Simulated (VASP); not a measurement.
# Te2Mo in VASP: a series of runs, part 2 of 2

VASP 6.6.1. The steps go on from the part before.

### 3 Relaxation of cell and atoms, PBE+D3(BJ)

This run uses another cell than the first one, of 50.50 Å³/atom, 0.989 times its volume.

Input file INCAR:

```
SYSTEM = Te2Mo
PREC = Accurate
ENCUT = 600
EDIFF = 1E-7
ISMEAR = 0
SIGMA = 0.03
LREAL = .False.
LASPH = .True.
NELM = 80
ALGO = Normal
ISIF = 3
LWAVE = .False.
LCHARG = .False.
GGA = PE
IVDW = 12
IBRION = 2
NSW = 90
EDIFFG = -0.005
LATTICE_CONSTRAINTS = .TRUE. .TRUE. .FALSE.
KPAR = 4
```

Input file KPOINTS:

```
regular mesh
0
Gamma
  12 12 1
  0 0 0
```

Input file POSCAR:

```
Te2Mo                                   
1.0
    3.4982058907      0.0000000000      0.0000000000
   -1.7491029453      3.0295351733      0.0000000000
    0.0000000000      0.0000000000     28.5919888000
  Te              Mo            
     4     2
Direct
     0.3333333300000021    0.6666666699999979    0.3164948314131853
     0.3333333300000021    0.6666666699999979    0.4437063088119876
     0.6666666699999979    0.3333333300000021    0.5562936911880124
     0.6666666699999979    0.3333333300000021    0.6835051685868149
     0.6666666699999979    0.3333333300000021    0.3800584642955097
     0.3333333300000021    0.6666666699999979    0.6199415357044902
```

Potentials or basis: VASP PAW PBE potentials, release 64 (Te, Mo_sv).

On the command line:

```
> cat potpaw_PBE.64/Te/POTCAR potpaw_PBE.64/Mo_sv/POTCAR > POTCAR
> mpirun -np 4 vasp_std > vasp.out
```

OUTCAR:

```text
SYSTEM = Te2Mo
   PREC = Accurate
   ENCUT = 600
   EDIFF = 1E-7
   ISMEAR = 0
   LREAL = .False.
   LASPH = .True.
   NELM = 80
   ISIF = 3
   GGA = PE
   IVDW = 12
   IBRION = 2
   NSW = 90
   EDIFFG = -0.005
 IVDW          = 12

 ion  position               nearest neighbor table
   1  0.333  0.667  0.316-   5 2.72   5 2.72   5 2.72   2 3.64
   2  0.333  0.667  0.444-   5 2.72   5 2.72   5 2.72   1 3.64
   3  0.667  0.333  0.556-   6 2.72   6 2.72   6 2.72   4 3.64
   4  0.667  0.333  0.684-   6 2.72   6 2.72   6 2.72   3 3.64
   5  0.667  0.333  0.380-   1 2.72   1 2.72   1 2.72   2 2.72   2 2.72   2 2.72
   6  0.333  0.667  0.620-   4 2.72   4 2.72   4 2.72   3 2.72   3 2.72   3 2.72

  LATTYP: Found a hexagonal cell.
 ALAT       =     3.4982058907
 C/A-ratio  =     8.1733293275

  Lattice vectors:

 A1 = (   3.4982058907,   0.0000000000,   0.0000000000)
 A2 = (  -1.7491029453,   3.0295351733,   0.0000000000)
 A3 = (   0.0000000000,   0.0000000000,  28.5919888000)

Analysis of symmetry for initial positions (statically):
[... 237 lines left out ...]
 fundamental gap:      0.8814166652
 Fermi energy:         1.8425940018

 k-point     1 :       0.0000    0.0000    0.0000
  band No.  band energies     occupation
      1     -59.1396      2.00000
      2     -59.1396      2.00000
      3     -33.3174      2.00000
      4     -33.3174      2.00000
      5     -33.1733      2.00000
      6     -33.1733      2.00000
[... 635 lines left out ...]
     30       3.5758      0.00000
     31       4.0690      0.00000

------------------------ aborting loop because EDIFF is reached ----------------------------------------

 Edisp (eV)   -2.84953

 E8    (eV) :    -1.3490

  FORCE on cell =-STRESS in cart. coord.  units (eV):
  Direction    XX          YY          ZZ          XY          YZ          ZX
  --------------------------------------------------------------------------------------
  -------------------------------------------------------------------------------------
  Total      -0.02768    -0.02768    -0.09549    -0.00000    -0.00000     0.00000
  in kB      -0.14628    -0.14628    -0.50462    -0.00000    -0.00000     0.00000
  external pressure =       -0.27 kB  Pullay stress =        0.00 kB

 VOLUME and BASIS-vectors are now :
 -----------------------------------------------------------------------------
  energy-cutoff  :      600.00
  volume of cell :      303.16
      direct lattice vectors                 reciprocal lattice vectors
     3.499060886  0.000000000  0.000000000     0.285790969  0.165001492  0.000000000
    -1.749530443  3.030275621  0.000000000    -0.000000000  0.330002985  0.000000000
     0.000000000  0.000000000 28.591988800     0.000000000  0.000000000  0.034974832

 POSITION                                       TOTAL-FORCE (eV/Angst)
 -----------------------------------------------------------------------------------
     -0.00000      2.02018      9.04888        -0.000000      0.000000      0.004766
     -0.00000      2.02018     12.68672        -0.000000      0.000000     -0.000169
      1.74953      1.01009     15.90527         0.000000     -0.000000      0.000169
      1.74953      1.01009     19.54311         0.000000     -0.000000     -0.004766
      1.74953      1.01009     10.86688        -0.000000      0.000000     -0.001104
     -0.00000      2.02018     17.72511         0.000000     -0.000000      0.001104
 -----------------------------------------------------------------------------------
    total drift:                                0.000000      0.000000      0.000000

  FREE ENERGIE OF THE ION-ELECTRON SYSTEM (eV)
  ---------------------------------------------------
  free  energy   TOTEN  =       -38.8149344504 eV

  energy  without entropy=      -38.8149344504  energy(sigma->0) =      -38.81493445

 reached required accuracy - stopping structural energy minimisation
```

OSZICAR:

```text
N       E                     dE             d eps       ncg     rms          rms(c)
DAV:   1     0.435265860894E+03    0.43527E+03   -0.27282E+04  1474   0.153E+03
DAV:   2    -0.636758923199E+01   -0.44163E+03   -0.43326E+03  1545   0.318E+02
DAV:   3    -0.359561898675E+02   -0.29589E+02   -0.29209E+02  1452   0.725E+01
[... 31 lines left out ...]
DAV:   5    -0.359654063337E+02    0.44960E-05   -0.34413E-05  1449   0.295E-02    0.873E-03
DAV:   6    -0.359654051124E+02    0.12212E-05   -0.21091E-06  1395   0.720E-03    0.509E-03
DAV:   7    -0.359654043705E+02    0.74200E-06   -0.42679E-07  1229   0.370E-03    0.174E-03
DAV:   8    -0.359654041953E+02    0.17517E-06   -0.43327E-08   771   0.141E-03    0.856E-04
DAV:   9    -0.359654041513E+02    0.44000E-07   -0.25183E-08   715   0.802E-04
   2 F= -.38814934E+02 E0= -.38814934E+02  d E =-.109161E-05
```

CONTCAR:

```text
Te2Mo
   1.00000000000000
     3.4990608861586074    0.0000000000000141    0.0000000000000000
    -1.7495304430292793    3.0302756210904098    0.0000000000000000
     0.0000000000000000    0.0000000000000000   28.5919887999999993
  Te              Mo
     4     2
Direct
     0.3333333300000021    0.6666666699999979    0.3164830353886017
     0.3333333300000021    0.6666666699999979    0.4437157550417347
     0.6666666699999979    0.3333333300000021    0.5562842449582652
     0.6666666699999979    0.3333333300000021    0.6835169646113982
     0.6666666699999979    0.3333333300000021    0.3800671424177091
     0.3333333300000021    0.6666666699999979    0.6199328575822909

  0.00000000E+00  0.00000000E+00  0.00000000E+00
  0.00000000E+00  0.00000000E+00  0.00000000E+00
  0.00000000E+00  0.00000000E+00  0.00000000E+00
  0.00000000E+00  0.00000000E+00  0.00000000E+00
  0.00000000E+00  0.00000000E+00  0.00000000E+00
  0.00000000E+00  0.00000000E+00  0.00000000E+00
```

It took 2.7 min on 4 MPI ranks of Intel Xeon Platinum 8559C (Emerald Rapids), shared host; peak memory 0.58 GiB.

Results:

| Quantity | Value |
| --- | --- |
| Free energy | -38.8149 eV |
| Relaxed volume | 50.53 Å³/atom |
| Relaxed cell | a = 3.499 Å, b = 3.499 Å, c = 28.592 Å, α = 90.00°, β = 90.00°, γ = 120.00° |
| Space group after relaxing (to 0.05 Å) | P-3m1 (No. 164) |
| Energy gained by relaxing | 0.0 meV/atom |
| Ionic steps | 2 |
| Largest force after relaxing | 0.005 eV/Å |
| Band gap on the k mesh | 0.88 eV, indirect (least direct gap 1.15 eV) |
| Dispersion energy per atom | -0.475 eV |

Forces on the atoms (eV/Å):
```
Te   0.000  0.000  0.005
Te   0.000  0.000  0.000
Te   0.000  0.000  0.000
Te   0.000  0.000 -0.005
Mo   0.000  0.000 -0.001
Mo   0.000  0.000  0.001
```

Final structure:
```cif
data_structure
_symmetry_space_group_name_H-M 'P 1'
_symmetry_Int_Tables_number 1
_cell_length_a 3.4991
_cell_length_b 3.4991
_cell_length_c 28.5920
_cell_angle_alpha 90.000
_cell_angle_beta 90.000
_cell_angle_gamma 120.000
_cell_volume 303.16
loop_
_atom_site_label
_atom_site_type_symbol
_atom_site_fract_x
_atom_site_fract_y
_atom_site_fract_z
_atom_site_occupancy
Te1 Te 0.33333 0.66667 0.31648 1
Te2 Te 0.33333 0.66667 0.44372 1
Te3 Te 0.66667 0.33333 0.55628 1
Te4 Te 0.66667 0.33333 0.68352 1
Mo1 Mo 0.66667 0.33333 0.38007 1
Mo2 Mo 0.33333 0.66667 0.61993 1
```

Levels at points of the mesh, in eV from the valence-band top:
```
           k point  band 22  band 23  band 24  band 25  band 26  band 27  band 28  band 29  band 30  band 31
(0.00, 0.00, 0.00)    -0.99    -0.97    -0.97    -0.88     0.00     2.96     2.96     3.07     3.07     3.26
(0.50, 0.00, 0.00)    -1.87    -0.98    -0.96    -0.48    -0.28     1.33     1.37     1.55     1.76     2.82
```

Caveat: spin-orbit coupling is left out, which moves the levels of the heavy elements. PBE gaps usually lie below the measured ones, often by a third to a half.
